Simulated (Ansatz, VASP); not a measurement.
## Ir: VASP beside Ansatz

Contents of INCAR:

```
SYSTEM = Ir
PREC = Accurate
ENCUT = 520
EDIFF = 1E-6
ISMEAR = -1
SIGMA = 0.05
LREAL = .False.
LASPH = .True.
NELM = 60
ALGO = Normal
ISIF = 2
LWAVE = .False.
LCHARG = .False.
GGA = CA
NBANDS = 10
```

File KPOINTS:

```
regular mesh
0
Gamma
  12 12 12
  0 0 0
```

POSCAR

```
Ir
1.0
    0.0000000000      1.8764951499      1.8764951499
    1.8764951499      0.0000000000      1.8764951499
    1.8764951499      1.8764951499      0.0000000000
Ir
1
Direct
    0.0000000000      0.0000000000      0.0000000000
```

input.yaml

```yaml
crystal:
  lattice:
    - [0.0, 1.8764951499, 1.8764951499]
    - [1.8764951499, 0.0, 1.8764951499]
    - [1.8764951499, 1.8764951499, 0.0]
  atoms:
    - { symbol: Ir, position: [0.0, 0.0, 0.0] }
hamiltonian:
  xc: lda
  pseudopotentials: { kind: paw }
kpoints:
  mp_grid: { grid: [12, 12, 12] }
scf:
  occupations: { method: fermi_dirac, width: 0.05 }
output:
  forces: true
  stress: true
  eigenvalues: true
```

Alike in both runs: task single point; functional LDA; k mesh 12 × 12 × 12; occupations fermi-dirac, width 0.05 eV; no spin polarisation.

|  | VASP | Ansatz |
| --- | --- | --- |
| version | VASP 6.6.1 | Ansatz 0.2.0 |
| potentials or method | VASP PAW LDA potentials, release 64 (Ir) | Ansatz PAW |
| plane-wave cutoff (eV) | 520 | 420 |
| valence electrons in the cell | 9 | 17 |

|  | VASP | Ansatz | Ansatz less VASP |
| --- | --- | --- | --- |
| gap on the k mesh at the Fermi level (eV) | none | none | - |
| pressure (GPa) | 23.7 | 20.5 | -3.26 |

A gap of «none» marks a metal or a gap that the smearing closes. The two sets of potentials don't hold the same shells in valence.

Caveats: so large a pressure means that the cell lies far from this level's equilibrium, or that cutoff or potentials fall short (VASP); the PAW data sets come from PBE, with cores solved anew for the run's functional, which leaves a small shift of forces and pressure (Ansatz). The runs have no spin-orbit coupling, so splittings on Ir are missing.
